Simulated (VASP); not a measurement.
Write the native input for VASP 6.6.1 that does the following.

```
Task                   : dielectric tensor
Functional             : PBE
Potentials or basis    : VASP PAW PBE potentials, release 64 (Mo_sv, S)
Cutoff                 : 520 eV
k mesh                 : 10 × 10 × 2
Occupations            : gaussian, width 0.02 eV
Spin                   : no spin polarisation
Further INCAR settings : ALGO = Fast; EDIFF = 1e-08
```

The structure of MoS2 lies in POSCAR:

```
MoS2
1.0
    3.1845414560      0.0000000000      0.0000000000
   -1.5922707280      2.7578938003      0.0000000000
    0.0000000000      0.0000000000     21.6705347200
Mo S
2 4
Direct
    0.3333333333      0.6666666667      0.8511602300
    0.6666666667      0.3333333333      0.1488397700
    0.6666666667      0.3333333333      0.7796253900
    0.3333333333      0.6666666667      0.0772510000
    0.6666666667      0.3333333333      0.9227490000
    0.3333333333      0.6666666667      0.2203746100
```

One way to write it, as run:

INCAR

```
SYSTEM = MoS2
ALGO = Fast ; EDIFF = 1E-8
ENCUT = 520 ; GGA = PE
ISIF = 2 ; ISMEAR = 0
LASPH = .True. ; LCHARG = .False.
LEPSILON = .True. ; LREAL = .False.
LWAVE = .False. ; NELM = 100
PREC = Accurate ; SIGMA = 0.02
```

KPOINTS

```
k-points
0
Gamma
  10 10 2
  0 0 0
```

Potentials or basis: VASP PAW PBE potentials, release 64 (Mo_sv, S).

Run with:

```console
$ cat potpaw_PBE.64/Mo_sv/POTCAR potpaw_PBE.64/S/POTCAR > POTCAR
$ mpirun -np 1 vasp_std > vasp.out
```

Results of the run:

| Property | Result |
| --- | --- |
| Band gap on the k mesh | 1.40 eV, indirect (least direct gap 1.89 eV) |
| Electronic dielectric tensor (diagonal) | 9.02, 9.02, 1.90 |
| Born charges (mean of the diagonal) | Mo -0.76; S +0.41, +0.35 e |

Wall time 20 min on 1 thread of Intel(R) Xeon(R) 6975P-C (Granite Rapids) (shared host), peak memory 0.93 GiB.
